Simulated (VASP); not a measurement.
**SnSe (F-43m): band edges, masses and strain**

Wanted: where the band edges of SnSe lie, how heavy the carriers are and how strain moves the gap. The cell is generated by rule, not measured, and may not be a known phase.

Calculated with VASP 6.6.1; PBE; plane waves and PAW (Sn_d, Se), in the first sound run; inputs show where later runs differ.

The structure was built from a prototype and need not be the compound's stable phase.

## Step 1: Set-up

Symmetry: F-43m, No. 216, cubic system. The conventional cell has a = 6.051 Å, b = 6.051 Å, c = 6.051 Å, α = 90.00°, β = 90.00°, γ = 90.00°. Nearest to Sn lie 4 Se at 2.62 Å. Nearest to Se lie 4 Sn at 2.62 Å. Farther neighbours and most contacts between anions are not listed.

## Step 2: Relaxation of the atoms

The cell is kept as given; the atoms are relaxed first, so that no residual force shifts the band edges.

File INCAR:

```
SYSTEM = SnSe
PREC = Accurate
ENCUT = 400
EDIFF = 1E-06
NELM = 100
ISMEAR = 0
SIGMA = 0.02
LREAL = .FALSE.
ALGO = Normal
GGA = PE
NBANDS = 16
LORBIT = 11
LWAVE = .FALSE.
LCHARG = .FALSE.
KPAR = 4
IBRION = 2
NSW = 40
ISIF = 2
EDIFFG = -0.005
```

File POSCAR:

```
SnSe
1.0
    0.0000000000      3.0253200000      3.0253200000
    3.0253200000      0.0000000000      3.0253200000
    3.0253200000      3.0253200000      0.0000000000
Sn Se
1 1
Direct
    0.0000000000      0.0000000000      0.0000000000
    0.2500000000      0.2500000000      0.2500000000
```

File KPOINTS:

```
Automatic mesh
0
Gamma
8 8 8
0 0 0
```

The projector-augmented-wave data sets are Sn_d and Se (PBE family, release 64).

On the command line:

```console
$ mpirun -np 4 vasp_std
```

What it wrote:

```text
[banner, memory and clock lines left out]
running    4 mpi-ranks, on    1 nodes
 distrk:  each k-point on    1 cores,    4 groups
 distr:  one band on    1 cores,    1 groups

 POSCAR found type information on POSCAR SnSe
 POSCAR found :  2 types and       2 ions
 LDA part: xc-table for (Slater+PW92), standard interpolation
 POSCAR, INCAR and KPOINTS ok, starting setup
 FFT: planning ... GRIDC
 FFT: planning ... GRID_SOFT
 FFT: planning ... GRID
 WAVECAR not read
 entering main loop
       N       E                     dE             d eps       ncg     rms          rms(c)
DAV:   1     0.125593405496E+03    0.12559E+03   -0.86132E+03   952   0.130E+03
DAV:   2     0.397657043070E+01   -0.12162E+03   -0.11876E+03  1032   0.334E+02
DAV:   3    -0.663044158983E+01   -0.10607E+02   -0.10560E+02  1200   0.909E+01
DAV:   4    -0.688682597885E+01   -0.25638E+00   -0.25634E+00  1136   0.160E+01
DAV:   5    -0.689514209436E+01   -0.83161E-02   -0.83161E-02  1376   0.254E+00    0.618E+00
DAV:   6    -0.672337399342E+01    0.17177E+00   -0.36563E-01  1392   0.342E+00    0.393E+00
DAV:   7    -0.671184277601E+01    0.11531E-01   -0.74185E-02  1152   0.130E+00    0.132E+00
DAV:   8    -0.671078248055E+01    0.10603E-02   -0.47398E-03  1152   0.635E-01    0.200E-01
DAV:   9    -0.671086998611E+01   -0.87506E-04   -0.45264E-04  1200   0.187E-01    0.954E-02
DAV:  10    -0.671087694021E+01   -0.69541E-05   -0.46056E-05  1256   0.631E-02    0.265E-02
DAV:  11    -0.671088617136E+01   -0.92312E-05   -0.12650E-05  1192   0.324E-02    0.181E-02
DAV:  12    -0.671088590216E+01    0.26920E-06   -0.15462E-06   992   0.112E-02
   1 F= -.67108859E+01 E0= -.67100579E+01  d E =-.671089E+01
 curvature:   0.00 expect dE= 0.000E+00 dE for cont linesearch  0.000E+00
 trial: gam= 0.00000 g(F)=  0.316E-46 g(S)=  0.000E+00 ort = 0.000E+00 (trialstep = 0.100E+01)
 search vector abs. value=  0.100E-09
 reached required accuracy - stopping structural energy minimisation
```

Elapsed: 5.6 s, on 4 MPI ranks of Intel Xeon Platinum 8375C at 2.90GHz (Ice Lake), shared host; peak memory 0.6 GiB; 20 s of CPU time.

Lines that name or quote the potential files are left out of all logs, and their timing lines are given in words.

Parts of OUTCAR (step 2):

```text
ion  position               nearest neighbor table
   1  0.000  0.000  0.000-   2 2.62   2 2.62   2 2.62   2 2.62
   2  0.250  0.250  0.250-   1 2.62   1 2.62   1 2.62   1 2.62

  LATTYP: Found a face centered cubic cell.
 ALAT       =     6.0506400000

 Subroutine GETGRP returns: Found 24 space group operations
 (whereof 24 operations were pure point group operations)

The static configuration has the point symmetry T_d .

 Found     29 irreducible k-points:

   k-points           NKPTS =     29   k-points in BZ     NKDIM =     29   number of bands    NBANDS=     16

   dimension x,y,z NGX =    28 NGY =   28 NGZ =   28
   dimension x,y,z NGXF=    56 NGYF=   56 NGZF=   56

   ENCUT  =  400.0 eV  29.40 Ry    5.42 a.u.   6.98  6.98  6.98*2*pi/ulx,y,z

   NELECT =      20.0000    total number of electrons

 k-points in reciprocal lattice and weights: Automatic mesh
   0.00000000  0.00000000  0.00000000       0.002
   0.12500000  0.00000000  0.00000000       0.016
   0.25000000  0.00000000  0.00000000       0.016
   0.37500000  0.00000000  0.00000000       0.016
   0.50000000  0.00000000  0.00000000       0.008
   0.12500000  0.12500000  0.00000000       0.012
   0.25000000  0.12500000  0.00000000       0.047
   0.37500000  0.12500000  0.00000000       0.047
   0.50000000  0.12500000  0.00000000       0.047
[...]
-0.37500000  0.50000000  0.12500000       0.023
  -0.25000000  0.50000000  0.25000000       0.012

 average (electrostatic) potential at core
       1-101.4904       2 -53.2652

 E-fermi :   6.0746

 k-point     1 :       0.0000    0.0000    0.0000
  band No.  band energies     occupation
    ...
      6      -9.3405      2.00000
      7       1.6654      2.00000
      8       2.8119      2.00000
      9       2.8119      2.00000
     10       2.8119      2.00000
     11       7.3825      0.00000
     12       7.3825      0.00000
     13       7.3825      0.00000
     14      11.2787      0.00000
     15      13.6287      0.00000
    ...

 k-point     2 :       0.1250    0.0000    0.0000
  band No.  band energies     occupation
    ...
      6      -9.2255      2.00000
      7       0.5430      2.00000
      8       2.6713      2.00000
      9       2.6713      2.00000
     10       3.5693      2.00000
     11       7.4247      0.00000
     12       7.6159      0.00000
     13       7.6159      0.00000
     14      12.0603      0.00000
     15      12.9357      0.00000
    ...

 k-point     3 :       0.2500    0.0000    0.0000
  band No.  band energies     occupation
    ...
      6      -8.9165      2.00000
      7      -0.9508      2.00000
      8       2.3794      2.00000
      9       2.3794      2.00000
     10       3.9222      2.00000
     11       8.0370      0.00000
     12       8.0370      0.00000
     13       8.2138      0.00000
     14      12.5594      0.00000
     15      12.6668      0.00000
    ...

  Total        6.5296260      6.5296260      6.5296260     -0.0000000      0.0000000      0.0000000
  in kB      188.9099958    188.9099958    188.9099958     -0.0000000      0.0000000      0.0000000
  external PRESSURE =     188.9099958 kB  Pullay stress =       0.0000000 kB

  energy-cutoff  :      400.00
  volume of cell :       55.38
      direct lattice vectors                 reciprocal lattice vectors
     0.000000000  3.025320000  3.025320000    -0.165271773  0.165271773  0.165271773
     3.025320000  0.000000000  3.025320000     0.165271773 -0.165271773  0.165271773
     3.025320000  3.025320000  0.000000000     0.165271773  0.165271773 -0.165271773

 POSITION                                       TOTAL-FORCE (eV/Angst)
 -----------------------------------------------------------------------------------
      0.00000      0.00000      0.00000        -0.000000     -0.000000     -0.000000
      1.51266      1.51266      1.51266         0.000000      0.000000      0.000000
 -----------------------------------------------------------------------------------
    total drift:                               -0.000000     -0.000000     -0.000000

  FREE ENERGIE OF THE ION-ELECTRON SYSTEM (eV)
  ---------------------------------------------------
  free  energy   TOTEN  =        -6.7108859022 eV

  energy  without entropy=       -6.7092299025  energy(sigma->0) =       -6.71005790

 reached required accuracy - stopping structural energy minimisation

 total charge
# of ion       s       p       d       tot
------------------------------------------
    1        1.372   0.923  10.034  12.328
    2        1.517   2.357   0.054   3.927
--------------------------------------------------
tot          2.888   3.280  10.088  16.256

[... 3 further parts left out ...]
```

CONTCAR:

```
SnSe
   1.00000000000000
     0.0000000000000000    3.0253199999999998    3.0253199999999998
     3.0253199999999998    0.0000000000000000    3.0253199999999998
     3.0253199999999998    3.0253199999999998    0.0000000000000000
  Sn              Se
     1     1
Direct
     0.0000000000000000    0.0000000000000000    0.0000000000000000
     0.2500000000000000    0.2500000000000000    0.2500000000000000
```

The k-mesh is coarse for a metal. The run keeps the 24 symmetry operations of its start, so it cannot find a distortion of lower symmetry.

The forces vanish from the start, and no atom moves.

Numbers from this step:

```yaml
scf_cycles: 12
electrons: 20
bands: 16
irreducible_k_points: 29
symmetry_operations: 24
free_energy_toten: -6.711 eV
energy_at_zero_smearing: -6.710 eV
fermi_energy: 6.075 eV
pressure: 18.89 GPa
metallic: yes
```

## Step 3: Bands on a dense mesh

A dense even mesh and a path are solved together, since either alone can miss a band edge.

INCAR: that of step 2 with these lines changed.

```diff
@@ -10,3 +10,3 @@
 GGA = PE
-NBANDS = 16
+NBANDS = 22
 LORBIT = 11
@@ -15,5 +15,2 @@
 KPAR = 4
-IBRION = 2
-NSW = 40
 ISIF = 2
-EDIFFG = -0.005
```

POSCAR is that of step 2.

File KPOINTS:

```
Automatic mesh
0
Gamma
12 12 12
0 0 0
```

File KPOINTS_OPT:

```
Line mode
24
Line-mode
Reciprocal
  0.00000000   0.00000000   0.00000000 GAMMA
  0.50000000   0.00000000   0.50000000 X

  0.50000000   0.00000000   0.50000000 X
  0.50000000   0.25000000   0.75000000 W

  0.50000000   0.25000000   0.75000000 W
  0.37500000   0.37500000   0.75000000 K

  0.37500000   0.37500000   0.75000000 K
  0.00000000   0.00000000   0.00000000 GAMMA

  0.00000000   0.00000000   0.00000000 GAMMA
  0.50000000   0.50000000   0.50000000 L

  0.50000000   0.50000000   0.50000000 L
  0.62500000   0.25000000   0.62500000 U

  0.62500000   0.25000000   0.62500000 U
  0.50000000   0.25000000   0.75000000 W

  0.50000000   0.25000000   0.75000000 W
  0.50000000   0.50000000   0.50000000 L

  0.50000000   0.50000000   0.50000000 L
  0.37500000   0.37500000   0.75000000 K

  0.62500000   0.25000000   0.62500000 U
  0.50000000   0.00000000   0.50000000 X
```

On the command line:

```console
$ mpirun -np 4 vasp_std
```

What it wrote:

```text
[... set-up lines as in an earlier step ...]
 entering main loop
       N       E                     dE             d eps       ncg     rms          rms(c)
DAV:   1     0.148674106158E+03    0.14867E+03   -0.78313E+03  3484   0.946E+02
DAV:   2     0.945311054978E+01   -0.13922E+03   -0.13227E+03  3438   0.318E+02
DAV:   3    -0.645776481566E+01   -0.15911E+02   -0.15790E+02  3822   0.821E+01
DAV:   4    -0.690921072628E+01   -0.45145E+00   -0.45124E+00  3792   0.149E+01
DAV:   5    -0.692046958625E+01   -0.11259E-01   -0.11258E-01  4136   0.234E+00    0.629E+00
DAV:   6    -0.676802198660E+01    0.15245E+00   -0.24800E-01  4908   0.242E+00    0.396E+00
DAV:   7    -0.675659724313E+01    0.11425E-01   -0.61101E-02  3770   0.948E-01    0.126E+00
DAV:   8    -0.675553725348E+01    0.10600E-02   -0.46983E-03  4138   0.467E-01    0.207E-01
DAV:   9    -0.675560530251E+01   -0.68049E-04   -0.43144E-04  3880   0.137E-01    0.828E-02
DAV:  10    -0.675560587227E+01   -0.56976E-06   -0.34546E-05  4372   0.478E-02    0.188E-02
DAV:  11    -0.675561119266E+01   -0.53204E-05   -0.83389E-06  3770   0.191E-02    0.903E-03
DAV:  12    -0.675561124107E+01   -0.48408E-07   -0.85231E-07  3224   0.864E-03
   1 F= -.67556112E+01 E0= -.67554416E+01  d E =-.339217E-03
 Start KPOINTS_OPT (optional k-point list driver)
k-point batch [1-72\240]
       N       E                     dE             ncg
DAV:   1    -0.107199782789E+04   -0.37848E+05     3416
DAV:   2    -0.107395103158E+05   -0.96675E+04     3338
DAV:   3    -0.118342013615E+05   -0.10947E+04     3814
DAV:   4    -0.118655975018E+05   -0.31396E+02     3808
DAV:   5    -0.118663715205E+05   -0.77402E+00     4174
DAV:   6    -0.118663992171E+05   -0.27697E-01     4166
DAV:   7    -0.118664001118E+05   -0.89470E-03     4514
DAV:   8    -0.118664001244E+05   -0.12685E-04     3122
DAV:   9    -0.118664001249E+05   -0.50303E-06     2710
[...]
k-point batch [217-240\240]
       N       E                     dE             ncg
DAV:   1     0.260698013396E+05   -0.14696E+05     1166
DAV:   2     0.227690664717E+05   -0.33007E+04     1142
DAV:   3     0.223847341155E+05   -0.38433E+03     1228
DAV:   4     0.223734587053E+05   -0.11275E+02     1322
DAV:   5     0.223731937153E+05   -0.26499E+00     1384
DAV:   6     0.223731851831E+05   -0.85322E-02     1422
DAV:   7     0.223731848099E+05   -0.37326E-03     1522
DAV:   8     0.223731848061E+05   -0.37385E-05     1072
DAV:   9     0.223731848060E+05   -0.12847E-06      888
```

The job ended after 35 s (4 MPI ranks; peak memory 0.86 GiB).

OUTCAR, selected parts (step 3):

```text
The static configuration has the point symmetry T_d .

 Found     72 irreducible k-points:

   k-points           NKPTS =     72   k-points in BZ     NKDIM =     72   number of bands    NBANDS=     22

   NELECT =      20.0000    total number of electrons

 E-fermi :   6.0613

 k-point     1 :       0.0000    0.0000    0.0000
  band No.  band energies     occupation
    ...
      6      -9.3775      2.00000
      7       1.6461      2.00000
      8       2.7768      2.00000
      9       2.7768      2.00000
     10       2.7768      2.00000
     11       7.3727      0.00000
     12       7.3727      0.00000
     13       7.3727      0.00000
     14      11.2677      0.00000
     15      13.6142      0.00000
    ...

 k-point     2 :       0.0833    0.0000    0.0000
  band No.  band energies     occupation
    ...
      6      -9.3258      2.00000
      7       1.0148      2.00000
      8       2.7112      2.00000
      9       2.7112      2.00000
     10       3.2535      2.00000
     11       7.3614      0.00000
     12       7.4829      0.00000
     13       7.4829      0.00000
     14      11.6556      0.00000
     15      13.1871      0.00000
    ...

  Total        6.3018527      6.3018527      6.3018527     -0.0000000      0.0000000      0.0000000
  in kB      182.3202374    182.3202374    182.3202374     -0.0000000      0.0000000      0.0000000
  external PRESSURE =     182.3202374 kB  Pullay stress =       0.0000000 kB

 POSITION                                       TOTAL-FORCE (eV/Angst)
 -----------------------------------------------------------------------------------
      0.00000      0.00000      0.00000         0.000000      0.000000      0.000000
      1.51266      1.51266      1.51266        -0.000000     -0.000000     -0.000000
 -----------------------------------------------------------------------------------
    total drift:                               -0.000000     -0.000000     -0.000000

  FREE ENERGIE OF THE ION-ELECTRON SYSTEM (eV)
  ---------------------------------------------------
  free  energy   TOTEN  =        -6.7556112411 eV

  energy  without entropy=       -6.7552720239  energy(sigma->0) =       -6.75544163

 total charge
# of ion       s       p       d       tot
------------------------------------------
    1        1.358   0.935  10.034  12.326
    2        1.521   2.345   0.054   3.920
--------------------------------------------------
tot          2.879   3.279  10.088  16.246

[... 6 parts as in an earlier step ...]

[... 6 further parts left out ...]
```

This step gave:

```yaml
bands: 22
irreducible_k_points: 72
free_energy_toten: -6.756 eV
energy_at_zero_smearing: -6.755 eV
fermi_energy: 6.061 eV
pressure: 18.23 GPa
```

Electronic bands along the path, in eV, zero at the Fermi level; # counts the bands kept, so #1 is VASP's band 7:

```
          point     #1     #2     #3     #4     #5    #6    #7    #8
              Γ  -4.41  -3.28  -3.28  -3.28   1.31  1.31  1.31  5.21
0.48 of the way  -7.09  -4.30  -4.30  -0.85  -0.04  3.17  3.17  4.63
              X  -8.89  -5.10  -5.10  -0.78  -0.73  5.85  5.85  6.12
0.48 of the way  -8.85  -5.33  -5.28  -0.15  -0.04  4.43  4.95  6.34
              W  -8.80  -5.58  -5.46   0.68   1.79  2.10  3.94  6.43
0.48 of the way  -8.79  -5.73  -5.12   0.07   1.33  3.12  4.31  5.92
              K  -8.79  -5.81  -4.80  -0.58   1.28  4.31  4.49  5.11
0.48 of the way  -7.56  -4.91  -3.78  -1.11   1.75  2.19  2.55  5.82
              Γ  -4.41  -3.28  -3.28  -3.28   1.31  1.31  1.31  5.21
0.52 of the way  -7.15  -3.74  -3.74  -2.16   1.99  1.99  2.24  6.46
              L  -8.65  -4.05  -4.05  -2.33   2.18  2.18  4.21  6.58
0.48 of the way  -8.63  -5.26  -4.34  -0.97   1.80  2.95  3.80  6.37
              U  -8.79  -5.81  -4.80  -0.58   1.28  4.31  4.49  5.11
0.48 of the way  -8.79  -5.74  -5.08  -0.02   1.32  3.23  4.36  5.84
              W  -8.80  -5.58  -5.46   0.68   1.79  2.10  3.94  6.43
0.48 of the way  -8.65  -5.50  -4.58  -0.47   1.68  2.89  4.12  5.67
              L  -8.65  -4.05  -4.05  -2.33   2.18  2.18  4.21  6.58
0.48 of the way  -8.63  -5.26  -4.34  -0.97   1.80  2.95  3.80  6.37
              K  -8.79  -5.81  -4.80  -0.58   1.28  4.31  4.49  5.11
      jump to U  -8.79  -5.81  -4.80  -0.58   1.28  4.31  4.49  5.11
0.52 of the way  -8.87  -5.38  -5.03  -0.70  -0.14  5.19  5.43  5.95
              X  -8.89  -5.10  -5.10  -0.78  -0.73  5.85  5.85  6.12
```

Of the projections kept (Sn, Se), the largest for each band there; the rest of the weight can lie on other orbitals:

```
point       #1       #2       #3       #4       #5       #6       #7       #8
    Γ  Sn 0.66  Se 0.80  Se 0.80  Se 0.80  Sn 0.83  Sn 0.83  Sn 0.83  Sn 0.95
    X  Sn 0.76  Se 0.66  Se 0.66  Sn 0.76  Sn 0.51  Sn 0.58  Sn 0.58  Se 0.82
    W  Sn 0.77  Se 0.67  Se 0.62  Se 0.63  Se 0.65  Sn 0.80  Sn 0.76  Se 0.56
    K  Sn 0.76  Se 0.63  Se 0.68  Sn 0.58  Se 0.57  Sn 0.68  Sn 0.60  Se 0.67
    Γ  Sn 0.66  Se 0.80  Se 0.80  Se 0.80  Sn 0.83  Sn 0.83  Sn 0.83  Sn 0.95
    L  Sn 0.68  Se 0.72  Se 0.72  Sn 0.64  Sn 0.72  Sn 0.73  Se 0.72  Se 0.51
```

The electronic bands as a text plot (rows in eV, shown from -8.0 to 6.6 only):

```
    6.3 | *      ******    **  **   ******  *    **   *    *    *
    5.7 | **    ***    *     **  * *         *  *  * *      * ***
    5.0 |*  * **   *    ***       *           **    *        ***
    4.4 |    **     *  ***               **    **  **  ***   **
    3.8 |           *** ***             *  ****  **  **   ****
    3.2 |    *         *   *           *    **  *          *
    2.6 |   *        *     ****            *     *  ****  *
    2.0 |  *          *   ** ****    *********    **  *******
    1.4 |**          *****    ********        ****  **       *
    0.8 | **        ***                           *           *
    0.2 |   *       *  *                         * **
   -0.4 |    *******    ****                 ****    *      *****
   -1.0 |   ** ***          **              *         *    *    *
   -1.6 |  *                  *            *           *  *
   -2.2 | *                    **   *******             **
   -2.8 |                        * *
   -3.4 |**                   *********
   -4.1 |  **              *** *       ******         *****
   -4.7 |*   ***        ***  **  ***       * ***    ** *  *****
   -5.3 | *     ********    *               *   **** **    *   **
   -5.9 |  *          ******    *   *        ********       ***
   -6.5 |   *                  *     *
   -7.1 |    *                *       *
   -7.7 |                    *         *
         Γ       X    W  K        Γ      L     U  W     L   K|U X
```

At 18.2 GPa the cell is away from the equilibrium volume of this level: left free, it would expand.

(Part 1 of 3 ends here.)

[Lines on the potential files, build, host, timing and source positions are cut from VASP's logs without a mark.]

[Logs are printed without paths, hosts, clocks, repeated set-up lines and the standing remarks that a program may print on its own settings, such as how far it seeks lower states.]

[Hosts, paths, dates, database ids (printed as entryN), source tags and the programs' standing remarks are cut or masked in the printed files.]

[In band tables of VASP the shares of atoms and orbitals are scaled to a sum of 1 inside the atoms' spheres.]

[Gaps and slopes under strain along one axis are those of the sampled path and mesh points; where strain splits equal valleys, another of them can be the edge.]
